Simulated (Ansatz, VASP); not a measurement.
## One calculation of Hf, two programs

```
Hf
1.0
     0.00000    2.26957    2.26957
     2.26957    0.00000    2.26957
     2.26957    2.26957    0.00000
Hf
1
Direct
  0.00000 0.00000 0.00000
```

Alike in both runs: task single point; functional LDA; k mesh 16 × 16 × 16; occupations gaussian, width 0.1 eV; no spin polarisation.

|  | VASP | Ansatz |
| --- | --- | --- |
| version | VASP 6.6.1 | Ansatz 0.2.0 |
| potentials or method | VASP PAW LDA potentials, release 64 (Hf_pv) | scalar-relativistic, plane waves, PAW |
| plane-wave cutoff (eV) | 520 | 420 |
| valence electrons in the cell | 10 | 26 |

|  | VASP | Ansatz | Ansatz less VASP |
| --- | --- | --- | --- |
| gap on the k mesh at the Fermi level (eV) | none | none | - |
| pressure (GPa) | -11.4 | -11.3 | +0.10 |

A gap of «none» marks a metal or a gap that the smearing closes. The two sets of potentials don't hold the same shells in valence.

Spin-orbit coupling is left out, which matters for the levels of Hf.
